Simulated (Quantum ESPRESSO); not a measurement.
# Simulated XPS, UPS and emission spectra of RbBr, part 2 of 16

Aim: the valence spectrum of RbBr from He I to hard X-rays, and which orbitals make each feature.

Quantum ESPRESSO 7.5; DFT, PBE, plane waves, ultrasoft GBRV pseudopotentials, scalar-relativistic (the session's first sound run).

So far. Step 2 (The base run: self-consistent run): At this level the gap is 4.37 eV on the k-mesh of the self-consistent run, which can miss the band edges.

The database entry behind the starting cell differs from later determinations by our own check (about 0.5 % short), so it need not match the best structure at ambient conditions.

## (3) The base run: levels for the DOS

The levels for the density of states are solved on the fixed potential, without another SCF cycle.

Input file nscf.in:

```
&control
  calculation = 'nscf'
  prefix = 'pes'
  outdir = './tmp'
  pseudo_dir = './pp'
  verbosity = 'high'
/
&system
  ibrav = 0
  nat = 2
  ntyp = 2
  ecutwfc = 40.0
  ecutrho = 200.0
  occupations = 'smearing'
  nbnd = 16
  smearing = 'fd'
  degauss = 0.00147
/
&electrons
  conv_thr = 1.2e-08
  mixing_beta = 0.5
  electron_maxstep = 120
  diago_full_acc = .true.
/
ATOMIC_SPECIES
Rb 85.4678 rb_pbe_v1.uspp.F.UPF
Br 79.9040 br_pbe_v1.4.uspp.F.UPF
CELL_PARAMETERS angstrom
 0.000000000 3.427000000 3.427000000
 3.427000000 0.000000000 3.427000000
 3.427000000 3.427000000 0.000000000
ATOMIC_POSITIONS crystal
Rb 0.000000000 0.000000000 0.000000000
Br 0.500000000 0.500000000 0.500000000
K_POINTS automatic
12 12 12 0 0 0
```

On the command line:

```console
$ OMP_NUM_THREADS=1 mpirun -n 4 pw.x -nk 4 -in nscf.in > nscf.out
```

Log:

```text
[banner, memory and clock lines left out]
Program PWSCF v.7.5 starts

          URL

     Atomic positions and unit cell read from directory:
     ./tmp/pes.save/

     Message from routine setup:
     using ibrav=0 with symmetry is DISCOURAGED, use correct ibrav instead

     G-vector sticks info

     bravais-lattice index     =            0
     lattice parameter (alat)  =       9.1586  a.u.
     unit-cell volume          =     543.2114 (a.u.)^3
     number of atoms/cell      =            2
     number of atomic types    =            2
     number of electrons       =        16.00
     number of Kohn-Sham states=           16
     kinetic-energy cutoff     =      40.0000  Ry
     charge density cutoff     =     200.0000  Ry
     Exchange-correlation=  SLA  PW   PBX  PBC
                           (   1   4   3   4   0   0   0)

     celldm(1)=   9.158576  celldm(2)=   0.000000  celldm(3)=   0.000000
     celldm(4)=   0.000000  celldm(5)=   0.000000  celldm(6)=   0.000000

     crystal axes: (cart. coord. in units of alat)
               a(1) = (   0.000000   0.707107   0.707107 )
               a(2) = (   0.707107   0.000000   0.707107 )
               a(3) = (   0.707107   0.707107   0.000000 )

     reciprocal axes: (cart. coord. in units 2 pi/alat)
               b(1) = ( -0.707107  0.707107  0.707107 )
               b(2) = (  0.707107 -0.707107  0.707107 )
               b(3) = (  0.707107  0.707107 -0.707107 )

     PseudoPot. # 1 for Rb read from file:
     ./pp/rb_pbe_v1.uspp.F.UPF
     Pseudo is Ultrasoft + core correction, Zval =  9.0
     Generated by new atomic code, or converted to UPF format
     Using radial grid of  881 points,  6 beta functions with:
                l(1) =   0
                l(2) =   0
                l(3) =   1
                l(4) =   1
                l(5) =   2
                l(6) =   2
     Q(r) pseudized with  8 coefficients,  rinner =    1.900   1.900   1.900
                                                       1.900   1.900

     PseudoPot. # 2 for Br read from file:
     ./pp/br_pbe_v1.4.uspp.F.UPF
     Pseudo is Ultrasoft + core correction, Zval =  7.0
     Generated by new atomic code, or converted to UPF format
     Using radial grid of  879 points,  6 beta functions with:
                l(1) =   0
                l(2) =   0
                l(3) =   1
                l(4) =   1
                l(5) =   2
                l(6) =   2
     Q(r) pseudized with  8 coefficients,  rinner =    1.100   1.100   1.100
                                                       1.100   1.100

     atomic species   valence    mass     pseudopotential
     Rb                9.00    85.46780     Rb( 1.00)
     Br                7.00    79.90400     Br( 1.00)

     48 Sym. Ops., with inversion, found

                                    s                        frac. trans.

      isym =  1     identity

 cryst.   s( 1) = (     1          0          0      )
                  (     0          1          0      )
                  (     0          0          1      )

 cart.    s( 1) = (  1.0000000 -0.0000000  0.0000000 )
                  ( -0.0000000  1.0000000  0.0000000 )
                  ( -0.0000000  0.0000000  1.0000000 )

      isym =  2     180 deg rotation - cart. axis [0,0,1]

 cryst.   s( 2) = (     0          1         -1      )
                  (     1          0         -1      )
                  (     0          0         -1      )

 cart.    s( 2) = ( -1.0000000  0.0000000  0.0000000 )
                  (  0.0000000 -1.0000000  0.0000000 )
                  (  0.0000000 -0.0000000  1.0000000 )

      isym =  3     180 deg rotation - cart. axis [0,1,0]

 cryst.   s( 3) = (     0         -1          1      )
                  (     0         -1          0      )
                  (     1         -1          0      )

 cart.    s( 3) = ( -1.0000000 -0.0000000 -0.0000000 )
                  (  0.0000000  1.0000000 -0.0000000 )
                  (  0.0000000  0.0000000 -1.0000000 )

      isym =  4     180 deg rotation - cart. axis [1,0,0]

 cryst.   s( 4) = (    -1          0          0      )
                  (    -1          0          1      )
                  (    -1          1          0      )

 cart.    s( 4) = (  1.0000000  0.0000000 -0.0000000 )
                  ( -0.0000000 -1.0000000 -0.0000000 )
                  ( -0.0000000 -0.0000000 -1.0000000 )

      isym =  5     180 deg rotation - cart. axis [1,1,0]

 cryst.   s( 5) = (    -1          0          1      )
[...]
cart.    s( 5) = ( -0.0000000  1.0000000 -0.0000000 )
[...]
isym =  6     180 deg rotation - cart. axis [1,-1,0]

 cryst.   s( 6) = (     0         -1          0      )
[...]
cart.    s( 6) = (  0.0000000 -1.0000000 -0.0000000 )
[...]
isym =  7      90 deg rotation - cart. axis [0,0,-1]

 cryst.   s( 7) = (     0          1          0      )
[...]
cart.    s( 7) = (  0.0000000  1.0000000  0.0000000 )
[...]
isym =  8      90 deg rotation - cart. axis [0,0,1]

 cryst.   s( 8) = (     1          0         -1      )
[...]
cart.    s( 8) = ( -0.0000000 -1.0000000  0.0000000 )
[...]
isym =  9     180 deg rotation - cart. axis [1,0,1]

 cryst.   s( 9) = (    -1          1          0      )
[...]
cart.    s( 9) = (  0.0000000  0.0000000  1.0000000 )
[...]
isym = 10     180 deg rotation - cart. axis [-1,0,1]

 cryst.   s(10) = (     0          0         -1      )
[...]
cart.    s(10) = ( -0.0000000  0.0000000 -1.0000000 )
[...]
isym = 11      90 deg rotation - cart. axis [0,1,0]

 cryst.   s(11) = (     0          0          1      )
[...]
cart.    s(11) = ( -0.0000000 -0.0000000  1.0000000 )
[...]
isym = 12      90 deg rotation - cart. axis [0,-1,0]

 cryst.   s(12) = (     1         -1          0      )
[...]
cart.    s(12) = (  0.0000000 -0.0000000 -1.0000000 )
[...]
isym = 13     180 deg rotation - cart. axis [0,1,1]

 cryst.   s(13) = (     1          0          0      )
[...]
cart.    s(13) = ( -1.0000000  0.0000000 -0.0000000 )
[...]
isym = 14     180 deg rotation - cart. axis [0,1,-1]

 cryst.   s(14) = (    -1          0          0      )
[...]
cart.    s(14) = ( -1.0000000 -0.0000000  0.0000000 )
[...]
isym = 15      90 deg rotation - cart. axis [-1,0,0]

[...]
1.0000   1.0000   1.0000   1.0000   1.0000   1.0000   1.0000   1.0000
     0.0000   0.0000   0.0000   0.0000   0.0000   0.0000   0.0000   0.0000

          k = 0.0589 0.0589-0.0589 (  2307 PWs)   bands (ev):

   -23.1466 -10.9098  -7.2203  -7.2203  -7.2165   1.1862   1.2478   1.2478
     5.8127   8.5084   8.6425   8.6425   9.5530   9.5530  12.5156  16.1200

     occupation numbers
     1.0000   1.0000   1.0000   1.0000   1.0000   1.0000   1.0000   1.0000
     0.0000   0.0000   0.0000   0.0000   0.0000   0.0000   0.0000   0.0000

          k = 0.1179 0.1179-0.1179 (  2307 PWs)   bands (ev):

   -23.1449 -10.9177  -7.2217  -7.2217  -7.2077   0.9703   1.1793   1.1793
     6.2785   8.4255   8.8872   8.8872   9.8549   9.8549  13.2369  14.9304

     occupation numbers
     1.0000   1.0000   1.0000   1.0000   1.0000   1.0000   1.0000   1.0000
     0.0000   0.0000   0.0000   0.0000   0.0000   0.0000   0.0000   0.0000

          k = 0.1768 0.1768-0.1768 (  2316 PWs)   bands (ev):

   -23.1425 -10.9284  -7.2236  -7.2236  -7.1958   0.7142   1.0892   1.0892
     6.9069   8.4263   9.2808   9.2808  10.3184  10.3184  13.6698  14.4329

     occupation numbers
     1.0000   1.0000   1.0000   1.0000   1.0000   1.0000   1.0000   1.0000
     0.0000   0.0000   0.0000   0.0000   0.0000   0.0000   0.0000   0.0000

          k = 0.2357 0.2357-0.2357 (  2331 PWs)   bands (ev):

[...]
occupation numbers
[...]
k = 0.2946 0.2946-0.2946 (  2334 PWs)   bands (ev):

[...]
occupation numbers
[...]
k =-0.3536-0.3536 0.3536 (  2332 PWs)   bands (ev):

[...]
occupation numbers
[...]
k = 0.1179 0.0000-0.0000 (  2305 PWs)   bands (ev):

[...]
occupation numbers
[...]
k = 0.1768 0.0589-0.0589 (  2316 PWs)   bands (ev):

[...]
occupation numbers
[...]
k = 0.2357 0.1179-0.1179 (  2312 PWs)   bands (ev):

[...]
occupation numbers
[...]
k = 0.2946 0.1768-0.1768 (  2326 PWs)   bands (ev):

[...]
occupation numbers
[...]
k = 0.3536 0.2357-0.2357 (  2330 PWs)   bands (ev):

[...]
occupation numbers
[...]
k =-0.2946-0.4125 0.4125 (  2326 PWs)   bands (ev):

[...]
occupation numbers
[...]
k =-0.2357-0.3536 0.3536 (  2332 PWs)   bands (ev):

[...]
occupation numbers
[...]
k =-0.1768-0.2946 0.2946 (  2324 PWs)   bands (ev):

[...]
occupation numbers
[...]
k =-0.1179-0.2357 0.2357 (  2321 PWs)   bands (ev):

[...]
occupation numbers
[...]
k =-0.0589-0.1768 0.1768 (  2315 PWs)   bands (ev):

[...]
k =-0.0000-0.1179 0.1179 (  2313 PWs)   bands (ev):

[...]
k = 0.2357 0.0000-0.0000 (  2309 PWs)   bands (ev):

[...]
k = 0.2946 0.0589-0.0589 (  2318 PWs)   bands (ev):

[...]
k = 0.3536 0.1179-0.1179 (  2320 PWs)   bands (ev):

[...]
k = 0.4125 0.1768-0.1768 (  2330 PWs)   bands (ev):

[...]
k =-0.2357-0.4714 0.4714 (  2318 PWs)   bands (ev):

[...]
k =-0.1768-0.4125 0.4125 (  2324 PWs)   bands (ev):

[...]
k =-0.1179-0.3536 0.3536 (  2327 PWs)   bands (ev):

[...]
k =-0.0589-0.2946 0.2946 (  2327 PWs)   bands (ev):

[...]
k = 0.0000-0.2357 0.2357 (  2325 PWs)   bands (ev):

[...]
k = 0.3536 0.0000 0.0000 (  2293 PWs)   bands (ev):

[...]
k = 0.4125 0.0589-0.0589 (  2324 PWs)   bands (ev):

[...]
k = 0.4714 0.1179-0.1179 (  2329 PWs)   bands (ev):

[...]
k =-0.1768-0.5303 0.5303 (  2319 PWs)   bands (ev):

[...]
k =-0.1179-0.4714 0.4714 (  2316 PWs)   bands (ev):

[...]
k =-0.0589-0.4125 0.4125 (  2324 PWs)   bands (ev):

[...]
k = 0.0000-0.3536 0.3536 (  2325 PWs)   bands (ev):

[...]
k = 0.4714 0.0000-0.0000 (  2313 PWs)   bands (ev):

[...]
k = 0.5303 0.0589-0.0589 (  2329 PWs)   bands (ev):

[...]
k =-0.1179-0.5893 0.5893 (  2322 PWs)   bands (ev):

[...]
k =-0.0589-0.5303 0.5303 (  2320 PWs)   bands (ev):

[...]
k = 0.5893 0.0000-0.0000 (  2313 PWs)   bands (ev):

[...]
k = 0.0000-0.5893 0.5893 (  2320 PWs)   bands (ev):

[...]
k =-0.7071 0.0000 0.0000 (  2298 PWs)   bands (ev):

[...]
k = 0.2357 0.1179 0.0000 (  2301 PWs)   bands (ev):

[...]
k = 0.2946 0.1768-0.0589 (  2318 PWs)   bands (ev):

[...]
k = 0.3536 0.2357-0.1179 (  2322 PWs)   bands (ev):

[...]
k = 0.3536 0.1179 0.0000 (  2325 PWs)   bands (ev):

[...]
k = 0.4125 0.1768-0.0589 (  2323 PWs)   bands (ev):

[...]
k = 0.0000-0.2357 0.3536 (  2329 PWs)   bands (ev):

[...]
k = 0.4714 0.1179-0.0000 (  2336 PWs)   bands (ev):

[...]
k = 0.0000-0.3536 0.4714 (  2307 PWs)   bands (ev):

[...]
k =-0.1179-0.5893 0.7071 (  2325 PWs)   bands (ev):

[...]
k =-0.0589-0.5303 0.6482 (  2320 PWs)   bands (ev):

[...]
k =-0.0000-0.4714 0.5893 (  2320 PWs)   bands (ev):

[...]
k =-0.7071 0.1179-0.0000 (  2324 PWs)   bands (ev):

[...]
k =-0.2357-0.4714 0.7071 (  2336 PWs)   bands (ev):

[...]
occupation numbers
[...]
k =-0.1768-0.4125 0.6482 (  2314 PWs)   bands (ev):

[...]
occupation numbers
[...]
k =-0.1179-0.3536 0.5893 (  2314 PWs)   bands (ev):

[...]
occupation numbers
[...]
k =-0.1179-0.4714 0.7071 (  2316 PWs)   bands (ev):

[...]
occupation numbers
[...]
k =-0.0589-0.4125 0.6482 (  2309 PWs)   bands (ev):

[...]
occupation numbers
[...]
k = 0.0000-0.3536 0.5893 (  2313 PWs)   bands (ev):

[...]
occupation numbers
[...]
k =-0.7071 0.2357 0.0000 (  2318 PWs)   bands (ev):

   -23.1350 -10.8744  -7.3743  -7.3192  -7.2240   0.8579   0.8621   1.0112
     7.5884   9.1453   9.2612  10.2220  11.2683  12.1396  12.6191  13.2375

     occupation numbers
     1.0000   1.0000   1.0000   1.0000   1.0000   1.0000   1.0000   1.0000
     0.0000   0.0000   0.0000   0.0000   0.0000   0.0000   0.0000   0.0000

          k =-0.7071 0.3536 0.0000 (  2328 PWs)   bands (ev):

   -23.1350 -10.8812  -7.3468  -7.3468  -7.2013   0.7823   0.9268   0.9268
     8.3593   8.3593   9.5413   9.8954  12.1504  12.2184  12.2813  13.0016

     occupation numbers
     1.0000   1.0000   1.0000   1.0000   1.0000   1.0000   1.0000   1.0000
     0.0000   0.0000   0.0000   0.0000   0.0000   0.0000   0.0000   0.0000

     the Fermi energy is     2.0640 ev
     (compare with:     2.0639 eV, computed in scf)

     XML data file, pseudopotentials, collected wavefunctions

                                        0.00s GPU  (     779 calls)
```

Run time: 4.4 s. Hardware: 4 MPI ranks of AMD EPYC 9B45 (Zen 5), shared host; 17 s of CPU time.

(Continued in part 3 of 16.)

[Logs are printed without paths, hosts, clocks, repeated set-up lines and the standing remarks that a program may print on its own settings, such as how far it seeks lower states.]

[Hosts, paths, dates, database ids (printed as entryN), source tags and the programs' standing remarks are cut or masked in the printed files.]

[Maps of the electrostatic potential energy from Ansatz leave out the sawtooth potential of an applied field or a dipole correction, so their vacuum need not be flat; work functions include it.]

[Peak lists hold at most the 14 tallest peaks of each spectrum; further lines can be left out.]
